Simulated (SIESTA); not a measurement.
**Zn in SIESTA: convergence with EnergyShift**

Input of the first run (EnergyShift 0.05); the others differ in this setting and in those tied to it:

The input Zn.fdf:

```
SystemName                      Zinc
SystemLabel                     Zn
NumberOfSpecies                 1
NumberOfAtoms                   2
%block ChemicalSpeciesLabel
  1  30 Zn
%endblock ChemicalSpeciesLabel

LatticeConstant                 1.0 Ang
%block LatticeVectors
     2.6700000000     0.0000000000     0.0000000000
    -1.3350000000     2.3122878281     0.0000000000
     0.0000000000     0.0000000000     4.9660000000
%endblock LatticeVectors
AtomicCoordinatesFormat         Fractional
%block AtomicCoordinatesAndAtomicSpecies
     0.6654170000     0.3197430000     0.7489310000  1  Zn
     0.3225700000     0.6801310000     0.2510750000  1  Zn
%endblock AtomicCoordinatesAndAtomicSpecies

%block kgrid.MonkhorstPack
    8   0   0  0.0
    0   8   0  0.0
    0   0   4  0.0
%endblock kgrid.MonkhorstPack
XC.Functional                   GGA
XC.Authors                      RPBE
PAO.BasisSize                   DZP
PAO.EnergyShift                 0.05 Ry
Mesh.Cutoff                     800 Ry
OccupationFunction              FD
ElectronicTemperature           0.05 eV
MaxSCFIterations                120
SCF.MustConverge                false
SCF.Mixer.Method                Pulay
SCF.Mixer.Weight                0.25
SCF.Mixer.History               8
SCF.DM.Tolerance                5.0e-05
SCF.H.Tolerance                 1.0e-03 eV
WriteForces                     true
Charge.Mulliken                 end
%block PAO.Basis
  Zn 5
  n=3 0 2
    1.781 0.000
  n=4 0 2
    4.440 0.000
  n=3 1 2
    1.934 0.000
  n=4 1 1
    4.440
  n=3 2 2
    2.700 0.000
%endblock PAO.Basis
```

Potentials or basis: PseudoDojo 0.4 standard (PBE files), DZP (energy shift 0.05 Ry; two zetas on semicore shells).

The run is started by

```bash
$ siesta Zn.fdf > Zn.out 2>&1
```

The cell isn't the ideal one: atoms moved at random, drawn with an rms of 0.05 Å.

Hardware: 1 thread of Intel(R) Xeon(R) 6975P-C (Granite Rapids) (shared host).

**Question.** The values tried are 0.05, 0.03, 0.02, 0.01, 0.005, 0.003, 0.002, 0.001, loosest first. From which on does the largest force stay within 0.005 eV/Å of the tightest run that finished?

**Answer.** From 0.002 on.

| EnergyShift | energy less the tightest run, at zero smearing (meV/atom) | pressure (GPa) | largest force (eV/Å) | SCF cycles | CPU time (s) | peak memory (GiB) |
| --- | --- | --- | --- | --- | --- | --- |
| 0.05 | 10172.02 | -68.08 | 0.056 | 9 | 4.8 | 0.19 |
| 0.03 | 5296.13 | -44.85 | 0.124 | 10 | 5.7 | 0.19 |
| 0.02 | 3085.02 | -28.76 | 0.133 | 10 | 6.5 | 0.2 |
| 0.01 | 1202.48 | -11.87 | 0.070 | 9 | 7.4 | 0.2 |
| 0.005 | 474.60 | -1.75 | 0.112 | 10 | 10 | 0.22 |
| 0.003 | 232.07 | 0.77 | 0.096 | 10 | 12 | 0.23 |
| 0.002 | 117.37 | 1.26 | 0.073 | 10 | 13 | 0.24 |
| 0.001 | 0.00 | 1.71 | 0.077 | 10 | 18 | 0.25 |

Not settled before the last step: the energy (to 1 meV/atom), the pressure (to 0.1 GPa). The tightest run that finished is the yardstick and may itself not be fully converged.

Caveat, for the tightest run too: short orbitals over semicore shells can move pressures by several GPa; the potentials were made for another functional, which shifts forces and pressure; the basis of atomic orbitals isn't converged, which shifts pressures, moduli and gaps.
